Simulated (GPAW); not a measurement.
Runs of GPAW 26.7.0 on HfB2. Symmetry: P6/mmm, No. 191, hexagonal system. The conventional cell has a = 3.140 Å, b = 3.140 Å, c = 3.480 Å, α = 90.00°, β = 90.00°, γ = 120.00°. Around Hf (site symmetry 6/mmm) lie 12 B at 2.51 Å. Around B (site symmetry -6m2) lie 3 B at 1.81 Å. 

| task | level | potentials or basis | cell | k mesh | optimizer | fmax | max steps | gap on the mesh (eV) | pressure (GPa) | V0 of scaled cells (Å³/atom) | relaxed volume (Å³/atom) | B0 (GPa) |
| --- | --- | --- | --- | --- | --- | --- | --- | --- | --- | --- | --- | --- |
| relaxation of cell and atoms | PBEsol+D3(BJ) | PAW data sets generated in the run's folder for this functional, pw | relaxed | 7 × 7 × 6 | BFGS | 0.02 eV/Å | 60 | none | -0.1 | - | 9.56 | - |
| relaxation of cell and atoms | PBEsol | PAW data sets generated in the run's folder for this functional, pw | relaxed | 7 × 7 × 6 | BFGS | 0.02 eV/Å | 60 | none | 0.0 | - | 9.77 | - |
| equation of state | PBEsol | PAW data sets generated in the run's folder for this functional, pw | as given | 8 × 8 × 6 | - | - | - | - | - | 9.78 | - | 265 |
| relaxation of cell and atoms | r2SCAN | GPAW PAW data sets (gpaw-data 1.2.1), pw | relaxed | 7 × 7 × 6 | BFGS | 0.01 eV/Å | 60 | none | 0.0 | - | (a) | - |
| equation of state | LDA | the program's PAW data sets (release 1.2.1) made for this functional, pw | as given | 8 × 8 × 6 | - | - | - | - | - | (b) | - | 278 |
| relaxation of cell and atoms | PBEsol+D3 | PAW data sets generated in the run's folder for this functional, pw | relaxed | 7 × 7 × 6 | BFGS | 0.02 eV/Å | 60 | none | -0.1 | - | 9.66 | - |
| relaxation of cell and atoms | PBEsol+D4 | PAW data sets generated in the run's folder for this functional, pw | relaxed | 7 × 7 × 6 | BFGS | 0.02 eV/Å | 60 | none | -0.1 | - | 9.65 | - |
| relaxation of cell and atoms | PBEsol+D3(BJ)+ATM | PAW data sets generated in the run's folder for this functional, pw | relaxed | 7 × 7 × 6 | BFGS | 0.02 eV/Å | 60 | none | -0.2 | - | 9.60 | - |

Alike in all rows: no spin polarisation; cutoff (eV) 800; smearing fermi-dirac 0.05 eV.

Task: Estimate the missing entries.

Result: (a) 9.92; (b) 9.55.

Caveats: later steps reuse the first step's grids (some runs); pairwise dispersion overbinds metals, which lowers pressure and volume (some runs); the cell was scaled at fixed shape and fractional positions, which overstates the stiffness of a crystal with free parameters, most of all of layers and chains (some runs); the PAW data sets were made with another functional, which shifts forces and pressure a little (some runs).

A k mesh can miss the band edges, and the runs leave out spin-orbit coupling on Hf.

A gap of «none» marks a metal or a gap under the smearing width.

Runs at the PBE level aren't shown here.
